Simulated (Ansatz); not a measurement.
# Al: a line through an energy map

Aim: follow the energy of Al (Im-3m, No. 229; 2 atoms in the cell) along one coordinate, amplitude of mode 1 (107i cm⁻¹), with the other held at amplitude of mode 5 (200 cm⁻¹) = −0.031 Å.

Program: Ansatz 0.2.0. Level of theory: DFT PBE, scalar-relativistic, plane waves, PAW. These are calculated values, not measurements.

1 further run of the same task is left out (set aside as unsound or not needed).

## 1. The system as given

Symmetry: Im-3m, No. 229, cubic system. The conventional cell has a = 3.235 Å, b = 3.235 Å, c = 3.235 Å, α = 90.00°, β = 90.00°, γ = 90.00°. Al (site symmetry m-3m) has 8 Al at 2.80 Å as nearest neighbours.

Coordinates:

```cif
data_structure
_symmetry_space_group_name_H-M 'P 1'
_symmetry_Int_Tables_number 1
_cell_length_a 2.8016
_cell_length_b 2.8016
_cell_length_c 2.8016
_cell_angle_alpha 109.471
_cell_angle_beta 109.471
_cell_angle_gamma 109.471
_cell_volume 16.93
loop_
_atom_site_label
_atom_site_type_symbol
_atom_site_fract_x
_atom_site_fract_y
_atom_site_fract_z
_atom_site_occupancy
Al1 Al 0.00000 0.00000 0.00000 1
```

It goes back to an entry of the Materials Project, which need not be the stable form.

It is the result of an earlier relaxation at this level (volume 16.93 Å³/atom; gap on the mesh: none (metal)).

## 2. The scan

The energy is mapped over two normal modes frozen in (zone-centre modes of the cell shown, which folds in the wave vector (0, 0, 1/2) of the primitive cell).

First coordinate, amplitude of mode 1 (107i cm⁻¹), largest displacement: 9 values from −0.447 Å. Second coordinate, amplitude of mode 5 (200 cm⁻¹), largest displacement: 9 values from −0.123 Å.

Nothing else is relaxed (the cell and all other modes fixed). Energies count from the relaxed high-symmetry cell. Points are written as (first, second).

The modes come from a phonon run on the reference cell, made beforehand.

Displacement patterns for an amplitude of 1 (Å):

```tsv
atom	x1	y1	z1	x2	y2	z2
Al1	0.707	-0.707	0.000	0.000	0.000	1.000
Al2	-0.707	0.707	0.000	0.000	0.000	-1.000
```

## 3. The run at (−0.447 Å, −0.031 Å)

input.yaml

```yaml
crystal:
  lattice:
    - [-1.6175102401, 1.6175102401, 1.6175102401]
    - [1.6175102401, -1.6175102401, 1.6175102401]
    - [3.2350204801, 3.2350204801, 0.0]
  atoms:
    - { symbol: Al, position: [0.0881839027, -0.1072255132, 0.0] }
    - { symbol: Al, position: [0.4118160973, 0.6072255132, 0.5] }
basis:
  ecutwfc: 420
kpoints:
  mp_grid: { grid: [20, 20, 12] }
hamiltonian:
  xc: pbe
scf:
  occupations: { method: gaussian, width: 0.15 }
output:
  forces: true
  stress: true
  eigenvalues: true
```

Launch:

```
$ ansatz run input.yaml --threads 1 --pin off --max-ram 2048MiB --backend cpu --events-out ev --progress --plain --runs-dir out
```

The program printed, cut to the lines that bear on the results:

```text
Warning: RAYON_NUM_THREADS=1 ignored (pool sized by the plan → 1); use --threads N
[...]
Pseudopotentials: kind: paw
Pseudopotential: Al, paw, valence charge 3, recommended cutoff 420 eV (normal), Al.paw.azcp
Functional definition: PBE
[...]
Crystal: 2 atoms, lattice volume = 33.856 Å³
Basis set: ecut = 420 eV, 649 PW (Γ), exchange–correlation on 40×40×64 points (8 copies of the dense FFT grid, shifted against one another)
Bands: 7, of which v1, the nominal top of the filled ones, is band 3 counted from 1 (2 counted from 0)
Symmetry: 4 space group operations
Space group: P21/m (ITA 11), of the structure as read, at distance tolerance 3.2e-5 Å
k-points: 1414 of 4800
[...]
SCF iter   1: F=—  HF=-1074.830393 eV  |F-HF|=—  |Δ(HF+E_count)|=         —  Δρ=1.73e-3  dr2=1.13e-3  ethr=1.77e-3  ⟨swp⟩=5.1  Hψ=78414  notcnv=0
[...]
SCF iter   6: F=-1074.830275 eV  HF=-1074.830275 eV  |F-HF|=4.55e-13  |Δ(HF+E_count)|=  3.02e-11  Δρ=8.29e-8  dr2=1.88e-12  ethr=5.37e-12  ⟨swp⟩=1.6  Hψ=33059  notcnv=0
[...]
SCF converged after 6 iterations
Free energy (F): -1074.830275 eV
[...]
E sigma→0 (E₀):  -1074.825208 eV
Entropy (-TS):   -0.010133 eV (-5.067 meV/atom)
Fermi energy:    7.605222 eV
[...]
--- Forces (eV/Å), atoms counted from 1 ---
  atom   1  Al     0.24799112    -0.24799112     0.03553108
  atom   2  Al    -0.24799112     0.24799112    -0.03553108
[...]
--- Stress (GPa, compression-positive) ---
        3.677618      -0.260338      -0.041253
       -0.260338       3.677618       0.041253
       -0.041253       0.041253      -2.836861
  P = ⅓ Tr σ = 1.5061 GPa (15.061 kbar)
--- Band table (eV; the first three rows and the last of 1414) ---
  k-point 0: bands = ["-3.2956", "3.3881", "3.8389", "15.7176", "15.7882", "16.9734", "18.1602"]
[...]
```

It took 17 s on 1 thread of Intel Xeon Platinum 8488C (Sapphire Rapids), shared host; peak memory 0.68 GiB.

Energy on the map's scale: −12 meV.

## 4. Point (−0.335 Å, −0.031 Å)

Edit input.yaml of step 3 so:

```diff
@@ -6,4 +6,4 @@
   atoms:
-    - { symbol: Al, position: [0.0881839027, -0.1072255132, 0.0] }
-    - { symbol: Al, position: [0.4118160973, 0.6072255132, 0.5] }
+    - { symbol: Al, position: [0.0637467968, -0.0827884073, 0.0] }
+    - { symbol: Al, position: [0.4362532032, 0.5827884073, 0.5] }
 basis:
```

Launch:

```
$ ansatz run input.yaml --threads 1 --pin off --max-ram 2048MiB --backend cpu --events-out ev --progress --plain --runs-dir out
```

The program printed, cut to the lines that bear on the results:

```text
Warning: RAYON_NUM_THREADS=1 ignored (pool sized by the plan → 1); use --threads N
[...]
[... 3 set-up lines as earlier in the session ...]
[...]
Crystal: 2 atoms, lattice volume = 33.856 Å³
Basis set: ecut = 420 eV, 649 PW (Γ), exchange–correlation on 40×40×64 points (8 copies of the dense FFT grid, shifted against one another)
Bands: 7, of which v1, the nominal top of the filled ones, is band 3 counted from 1 (2 counted from 0)
[... 2 set-up lines as earlier in the session ...]
k-points: 1414 of 4800
[...]
SCF iter   1: F=—  HF=-1074.870420 eV  |F-HF|=—  |Δ(HF+E_count)|=         —  Δρ=1.60e-3  dr2=9.33e-4  ethr=1.77e-3  ⟨swp⟩=5.1  Hψ=78516  notcnv=0
[...]
SCF iter   6: F=-1074.870380 eV  HF=-1074.870380 eV  |F-HF|=1.82e-12  |Δ(HF+E_count)|=  1.11e-10  Δρ=1.39e-7  dr2=6.56e-12  ethr=7.67e-12  ⟨swp⟩=1.6  Hψ=32729  notcnv=0
[...]
SCF converged after 6 iterations
Free energy (F): -1074.870380 eV
[...]
E sigma→0 (E₀):  -1074.865213 eV
Entropy (-TS):   -0.010334 eV (-5.167 meV/atom)
Fermi energy:    7.634171 eV
[...]
--- Forces (eV/Å), atoms counted from 1 ---
  atom   1  Al     0.02260968    -0.02260968     0.06996907
  atom   2  Al    -0.02260968     0.02260968    -0.06996907
[...]
--- Stress (GPa, compression-positive) ---
        1.556450      -1.066219      -0.029127
       -1.066219       1.556450       0.029127
       -0.029127       0.029127      -2.035200
  P = ⅓ Tr σ = 0.3592 GPa (3.592 kbar)
--- Band table (eV; the first three rows and the last of 1414) ---
  k-point 0: bands = ["-3.2842", "3.4233", "3.8413", "15.6919", "15.8129", "17.1488", "18.3673"]
[...]
```

Wall time 16 s (1 thread of Intel Xeon Platinum 8488C (Sapphire Rapids), shared host); peak memory 0.68 GiB.

That is −52 meV from the zero.

## 5. The run at (−0.224 Å, −0.031 Å)

Edit input.yaml of step 4 so:

```diff
@@ -6,4 +6,4 @@
   atoms:
-    - { symbol: Al, position: [0.0637467968, -0.0827884073, 0.0] }
-    - { symbol: Al, position: [0.4362532032, 0.5827884073, 0.5] }
+    - { symbol: Al, position: [0.0393315487, -0.0583731592, 0.0] }
+    - { symbol: Al, position: [0.4606684513, 0.5583731592, 0.5] }
 basis:
```

Launch:

```
$ ansatz run input.yaml --threads 1 --pin off --max-ram 2048MiB --backend cpu --events-out ev --progress --plain --runs-dir out
```

The program printed, cut to the lines that bear on the results:

```text
Warning: RAYON_NUM_THREADS=1 ignored (pool sized by the plan → 1); use --threads N
[...]
[... 3 set-up lines as earlier in the session ...]
[...]
Crystal: 2 atoms, lattice volume = 33.856 Å³
Basis set: ecut = 420 eV, 649 PW (Γ), exchange–correlation on 40×40×64 points (8 copies of the dense FFT grid, shifted against one another)
Bands: 7, of which v1, the nominal top of the filled ones, is band 3 counted from 1 (2 counted from 0)
[... 2 set-up lines as earlier in the session ...]
k-points: 1414 of 4800
[...]
SCF iter   1: F=—  HF=-1074.857096 eV  |F-HF|=—  |Δ(HF+E_count)|=         —  Δρ=1.29e-3  dr2=5.33e-4  ethr=1.77e-3  ⟨swp⟩=5.1  Hψ=78586  notcnv=0
[...]
SCF iter   6: F=-1074.857139 eV  HF=-1074.857139 eV  |F-HF|=2.27e-13  |Δ(HF+E_count)|=  7.14e-11  Δρ=8.90e-8  dr2=1.91e-12  ethr=5.06e-12  ⟨swp⟩=1.5  Hψ=32889  notcnv=0
[...]
SCF converged after 6 iterations
Free energy (F): -1074.857139 eV
[...]
E sigma→0 (E₀):  -1074.852111 eV
Entropy (-TS):   -0.010056 eV (-5.028 meV/atom)
Fermi energy:    7.651851 eV
[...]
--- Forces (eV/Å), atoms counted from 1 ---
  atom   1  Al    -0.08566692     0.08566692     0.09756183
  atom   2  Al     0.08566692    -0.08566692    -0.09756183
[...]
--- Stress (GPa, compression-positive) ---
        0.551305      -0.897766      -0.026054
       -0.897766       0.551305       0.026054
       -0.026054       0.026054      -1.100510
  P = ⅓ Tr σ = 0.0007 GPa (0.007 kbar)
--- Band table (eV; the first three rows and the last of 1414) ---
  k-point 0: bands = ["-3.2756", "3.4455", "3.8440", "15.6721", "15.8293", "17.3105", "18.5647"]
[...]
```

Wall time 18 s (1 thread of Intel Xeon Platinum 8488C (Sapphire Rapids), shared host); peak memory 0.71 GiB.

That is −38 meV from the zero.

## 6. The run at (−0.112 Å, −0.031 Å)

Edit input.yaml of step 5 so:

```diff
@@ -6,4 +6,4 @@
   atoms:
-    - { symbol: Al, position: [0.0393315487, -0.0583731592, 0.0] }
-    - { symbol: Al, position: [0.4606684513, 0.5583731592, 0.5] }
+    - { symbol: Al, position: [0.0149163007, -0.0339579112, 0.0] }
+    - { symbol: Al, position: [0.4850836993, 0.5339579112, 0.5] }
 basis:
```

Launch:

```
$ ansatz run input.yaml --threads 1 --pin off --max-ram 2048MiB --backend cpu --events-out ev --progress --plain --runs-dir out
```

The program printed, cut to the lines that bear on the results:

```text
Warning: RAYON_NUM_THREADS=1 ignored (pool sized by the plan → 1); use --threads N
[...]
[... 3 set-up lines as earlier in the session ...]
[...]
Crystal: 2 atoms, lattice volume = 33.856 Å³
Basis set: ecut = 420 eV, 649 PW (Γ), exchange–correlation on 40×40×64 points (8 copies of the dense FFT grid, shifted against one another)
Bands: 7, of which v1, the nominal top of the filled ones, is band 3 counted from 1 (2 counted from 0)
[... 2 set-up lines as earlier in the session ...]
k-points: 1414 of 4800
[...]
SCF iter   1: F=—  HF=-1074.828325 eV  |F-HF|=—  |Δ(HF+E_count)|=         —  Δρ=9.01e-4  dr2=2.27e-4  ethr=1.77e-3  ⟨swp⟩=5.0  Hψ=78171  notcnv=0
[...]
SCF iter   6: F=-1074.828472 eV  HF=-1074.828472 eV  |F-HF|=1.14e-12  |Δ(HF+E_count)|=  7.53e-11  Δρ=8.39e-8  dr2=2.07e-12  ethr=3.16e-12  ⟨swp⟩=1.5  Hψ=32964  notcnv=0
[...]
SCF converged after 6 iterations
Free energy (F): -1074.828472 eV
[...]
E sigma→0 (E₀):  -1074.823644 eV
Entropy (-TS):   -0.009656 eV (-4.828 meV/atom)
Fermi energy:    7.662970 eV
[...]
--- Forces (eV/Å), atoms counted from 1 ---
  atom   1  Al    -0.07913978     0.07913978     0.11544098
  atom   2  Al     0.07913978    -0.07913978    -0.11544098
[...]
--- Stress (GPa, compression-positive) ---
        0.148709      -0.348609      -0.018184
       -0.348609       0.148709       0.018184
       -0.018184       0.018184      -0.289638
  P = ⅓ Tr σ = 0.0026 GPa (0.026 kbar)
--- Band table (eV; the first three rows and the last of 1414) ---
  k-point 0: bands = ["-3.2704", "3.4570", "3.8460", "15.6600", "15.8380", "17.4298", "18.7379"]
[...]
```

It took 17 s on 1 thread of Intel Xeon Platinum 8488C (Sapphire Rapids), shared host; peak memory 0.7 GiB.

On the map this point reads −10 meV.

## 7. Grid point (0.000 Å, −0.031 Å)

Edit input.yaml of step 6 so:

```diff
@@ -6,4 +6,4 @@
   atoms:
-    - { symbol: Al, position: [0.0149163007, -0.0339579112, 0.0] }
-    - { symbol: Al, position: [0.4850836993, 0.5339579112, 0.5] }
+    - { symbol: Al, position: [-0.0095208053, -0.0095208053, 0.0] }
+    - { symbol: Al, position: [0.5095208053, 0.5095208053, 0.5] }
 basis:
@@ -20 +20,5 @@
   eigenvalues: true
+  write_density: true
+  write_potential: true
+  elf: true
+  volumetric_format: npy
```

Launch:

```
$ ansatz run input.yaml --threads 1 --pin off --max-ram 2048MiB --backend cpu --events-out ev --progress --plain --runs-dir out
```

The program printed, cut to the lines that bear on the results:

```text
Warning: RAYON_NUM_THREADS=1 ignored (pool sized by the plan → 1); use --threads N
[...]
[... 3 set-up lines as earlier in the session ...]
[...]
Crystal: 2 atoms, lattice volume = 33.856 Å³
Basis set: ecut = 420 eV, 649 PW (Γ), exchange–correlation on 40×40×64 points (8 copies of the dense FFT grid, shifted against one another)
Bands: 7, of which v1, the nominal top of the filled ones, is band 3 counted from 1 (2 counted from 0)
Symmetry: 8 space group operations
Space group: Cmcm (ITA 63), of the structure as read, at distance tolerance 3.2e-5 Å
k-points: 777 of 4800
[...]
SCF iter   1: F=—  HF=-1074.814807 eV  |F-HF|=—  |Δ(HF+E_count)|=         —  Δρ=6.63e-4  dr2=1.16e-4  ethr=1.77e-3  ⟨swp⟩=5.0  Hψ=42883  notcnv=0
[...]
SCF iter   6: F=-1074.814927 eV  HF=-1074.814927 eV  |F-HF|=3.18e-12  |Δ(HF+E_count)|=  1.40e-10  Δρ=1.33e-7  dr2=5.71e-12  ethr=6.64e-12  ⟨swp⟩=4.1  Hψ=23207  notcnv=0
[...]
SCF converged after 6 iterations
Free energy (F): -1074.814927 eV
[...]
E sigma→0 (E₀):  -1074.810181 eV
Entropy (-TS):   -0.009493 eV (-4.747 meV/atom)
Fermi energy:    7.666156 eV
[...]
--- Forces (eV/Å), atoms counted from 1 ---
  atom   1  Al     0.00000000     0.00000000     0.12157126
  atom   2  Al    -0.00000000    -0.00000000    -0.12157126
[...]
--- Stress (GPa, compression-positive) ---
        0.056605      -0.060791      -0.000000
       -0.060791       0.056605      -0.000000
       -0.000000      -0.000000       0.019594
  P = ⅓ Tr σ = 0.0443 GPa (0.443 kbar)
--- Band table (eV; the first three rows and the last of 777) ---
  k-point 0: bands = ["-3.2686", "3.4604", "3.8469", "15.6560", "15.8406", "17.4747", "18.8138"]
[...]
```

It took 14 s on 1 thread of Intel Xeon Platinum 8488C (Sapphire Rapids), shared host; peak memory 0.5 GiB.

The maps below are laid out on this run's own conventional cell (a, b, c = 4.575, 3.235, 4.575 Å).

Density in a lattice plane of the grid's cell (edges 4.58 and 4.58 Å, at 0.010 of the third edge), which holds Al.

Values in e/Å³, 12 rows by 12 columns:
```
0.08 0.12 0.20 0.19 0.16 0.15 0.15 0.15 0.16 0.19 0.20 0.12
0.18 0.19 0.19 0.16 0.15 0.16 0.17 0.16 0.15 0.16 0.19 0.19
0.20 0.19 0.16 0.15 0.16 0.19 0.20 0.19 0.16 0.15 0.16 0.19
0.17 0.16 0.15 0.16 0.19 0.20 0.18 0.20 0.19 0.16 0.15 0.16
0.15 0.15 0.16 0.19 0.20 0.12 0.08 0.12 0.20 0.19 0.16 0.15
0.15 0.15 0.17 0.20 0.18 0.08 0.07 0.08 0.18 0.20 0.17 0.15
0.15 0.15 0.16 0.19 0.20 0.12 0.08 0.12 0.20 0.19 0.16 0.15
0.17 0.16 0.15 0.16 0.19 0.20 0.18 0.20 0.19 0.16 0.15 0.16
0.20 0.19 0.16 0.15 0.16 0.19 0.20 0.19 0.16 0.15 0.16 0.19
0.18 0.19 0.19 0.16 0.15 0.16 0.17 0.16 0.15 0.16 0.19 0.19
0.08 0.12 0.20 0.19 0.16 0.15 0.15 0.15 0.16 0.19 0.20 0.12
0.07 0.08 0.18 0.20 0.17 0.15 0.15 0.15 0.17 0.20 0.18 0.08
```
Columns run along the first of these edges and rows up along the second, over one cell in 12 and 12 even steps from the bottom left corner. Atoms in the plane (fractional): Al at (0.00, 0.00), Al at (0.50, 0.50).

ELF in the same plane.

Values, 12 rows by 12 columns:
```
0.03 0.08 0.49 0.55 0.45 0.42 0.42 0.42 0.45 0.55 0.49 0.08
0.40 0.49 0.55 0.46 0.41 0.45 0.48 0.45 0.41 0.46 0.55 0.49
0.59 0.55 0.46 0.41 0.46 0.55 0.60 0.55 0.46 0.41 0.46 0.55
0.47 0.45 0.41 0.46 0.55 0.49 0.41 0.49 0.55 0.46 0.41 0.45
0.42 0.41 0.45 0.55 0.49 0.07 0.04 0.07 0.49 0.55 0.45 0.41
0.41 0.42 0.48 0.59 0.40 0.04 0.40 0.04 0.40 0.59 0.48 0.42
0.42 0.41 0.45 0.55 0.49 0.07 0.04 0.07 0.49 0.55 0.45 0.41
0.47 0.45 0.41 0.46 0.55 0.49 0.41 0.49 0.55 0.46 0.41 0.45
0.59 0.55 0.46 0.41 0.46 0.55 0.60 0.55 0.46 0.41 0.46 0.55
0.40 0.49 0.55 0.46 0.41 0.45 0.48 0.45 0.41 0.46 0.55 0.49
0.03 0.08 0.49 0.55 0.45 0.42 0.42 0.42 0.45 0.55 0.49 0.08
0.36 0.03 0.41 0.60 0.48 0.42 0.42 0.42 0.48 0.60 0.41 0.03
```
Columns run along the first of these edges and rows up along the second, over one cell in 12 and 12 even steps from the bottom left corner. Atoms in the plane (fractional): Al at (0.00, 0.00), Al at (0.50, 0.50).

Both are smooth fields of the valence electrons: close to the nuclei they are not physical.

Outside the cores ELF peaks at 0.68 on the Al–Al line, 1.1 Å from Al.

On the map this point reads 3.7 meV.

## 8. What came out

```
amplitude of mode 1 (107i cm⁻¹), largest displacement (Å)  step  energy (meV)  slope (meV per Å)  pressure (GPa)  largest force on an atom (eV/Å)
                                                   −0.447     3           −12               −701            1.51                             0.35
                                                   −0.335     4           −52                −64            0.36                             0.08
                                                   −0.224     5           −38                242            0.00                             0.16
                                                   −0.112     6           −10                224            0.00                             0.16
                                                    0.000     7           3.7                  0            0.04                             0.12
                                                    0.112     –           −10                  –            0.00                             0.16
                                                    0.224     –           −38               −242            0.00                             0.16
                                                    0.335     –           −52                 64            0.36                             0.08
                                                    0.447     –           −12                701            1.51                             0.35
```

Energies count from the relaxed high-symmetry cell. Rows without a step come from runs not printed here or follow by symmetry. Slopes come from the forces (and the stress, where the cell changes), not from differences of energies.

**Reading.** Along the line the energy is lowest at −0.335 Å, −52 meV from the zero. The line crosses 2 dips, all of one depth. Energies and slopes round the minimum, fitted together, put the minimum at −0.3196 Å, with a curvature of about 3900 meV per Å². The highest point computed, at 0.000 Å, lies 55 meV above the lowest. This is one cut through a surface in two coordinates; the map's lowest point lies off it. With the other coordinates free, the energies away from the reference would be the same or lower. The reference is no minimum along the unstable mode, and wells on the map were not tested along the other modes.
